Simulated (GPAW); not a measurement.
Crystal: NiO2.

```xyz
6
Lattice="2.9122 0.0000 0.0000 -1.4561 2.5220 0.0000 0.0000 0.0000 10.5553" Properties=species:S:1:pos:R:3 pbc="T T T"
Ni    0.0000    0.0000    5.2776
Ni    0.0000    0.0000    0.0000
O     0.0000    1.6813    6.2179
O     0.0000    1.6813    9.6150
O     1.4561    0.8407    4.3374
O     1.4561    0.8407    0.9403
```

The cell comes from a database or a generator and needn't be the stable form of this composition.

Base run:

* Program: GPAW 26.7.0
* Functional: PBEsol
* Potentials or basis: PAW data sets generated in the run's folder for this functional
* Cutoff: 800 eV
* Basis: pw
* k mesh: 7 × 7 × 2
* Occupations: fermi-dirac, width 0.05 eV
* Spin: collinear spin, ferromagnetic start
* Starting moments: [1.0, 1.0, 0.0, 0.0, 0.0, 0.0] μB

Its results: band gap on the k mesh 0.92 eV, indirect (least direct gap 1.22 eV); pressure -12.8 GPa; net moment 0.00 μB per cell; largest force 0.813 eV/Å.

Problem. The run is repeated on the same cell with these changes: functional from PBEsol to LDA; potentials or basis from PAW data sets generated in the run's folder for this functional to the program's PAW data sets (release 1.2.1) made for this functional. What comes out?

Solution. Band gap on the k mesh 0.85 eV, indirect (least direct gap 1.16 eV); pressure -18.9 GPa; net moment 0.00 μB per cell; largest force 1.321 eV/Å.

Caveats: the stock nickel data set gives pressures a few GPa off other programs; the run has no moments, though such compounds are often magnetic; a magnetic state may lie lower; forces of over 1 eV/Å show positions far from the minimum, so gaps and moduli don't describe the material at rest (some runs).

Not every run made on this cell is shown here.
